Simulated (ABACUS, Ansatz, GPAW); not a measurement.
**Cost and result for the equilibrium volume of BP**

Symmetry: F-43m, No. 216, cubic system. The conventional cell has a = 4.538 Å, b = 4.538 Å, c = 4.538 Å, α = 90.00°, β = 90.00°, γ = 90.00°. P (site symmetry -43m) has 4 B at 1.97 Å as nearest neighbours. B (site symmetry -43m) is surrounded by 4 P at 1.97 Å.

| rung | level | program and potentials | cutoff (eV) | k mesh | smearing | task | core time | chip | equilibrium volume (Å³/atom) | miss | notes |
| --- | --- | --- | --- | --- | --- | --- | --- | --- | --- | --- | --- |
| GGA + dispersion | PBEsol+D3(BJ)+ATM | Ansatz, Ansatz PAW | 420 | 10 × 10 × 10 | fermi-dirac 0.05 | relaxation of cell and atoms | 7.3 s | Intel Xeon | (a) | ? | potentials made for PBE, which Ansatz adapts in part |
| meta-GGA | m-r2SCAN | Ansatz, Ansatz PAW | 500 | 10 × 10 × 10 | fermi-dirac 0.05 | equation of state | 16 s | Arm Neoverse V2 | 11.67 | -0.1 % | potentials made for PBE, which Ansatz adapts in part |
| GGA + dispersion | BLYP+D4 | GPAW, PAW data sets generated for this functional | 800 | 10 × 10 × 10 | fermi-dirac 0.05 | equation of state | 37 s | AMD EPYC 9R45 Zen 5 | 11.43 | -2.1 % | - |
| hybrid | HSEsol | Ansatz, Ansatz PAW | 420 | 5 × 5 × 5 | fermi-dirac 0.05 | equation of state | 57 s | Arm Neoverse V1 | 11.46 | -1.9 % | coarse mesh; potentials made for PBE, which Ansatz adapts in part |
| GGA | PBE | ABACUS, PseudoDojo NC SR 0.4.1 PBE standard, plane waves | 1034 | 10 × 10 × 10 | fermi-dirac 0.05 | equation of state | 64 s | Intel Xeon 6975P-C Granite Rapids | 11.75 | +0.6 % | - |

Times are single runs on shared hosts and different chips, so they are rough; meshes, cutoffs and the tasks' sizes weigh on the time. All rows: no spin polarisation. m-r2SCAN is the variant of Desmarais and co-workers (2025). Smearing widths are in eV. Meshes differ between rows, which moves values too. Meshes are those of the run's cell of 2 atoms unless a note names another. Relaxations start from the cell shown or near it and stop with a little pressure left. Misses use the values as printed. Runs on faulty files, with rough fits or with known faults for this quantity aren't shown. No row holds spin-orbit coupling.

Measured: 11.68 Å³/atom at 297 K (a printed reference work). The runs are for a static lattice.

Task: Estimate the value left out from the other rows.

Result: (a) 11.35 Å³/atom, miss -2.8 %.
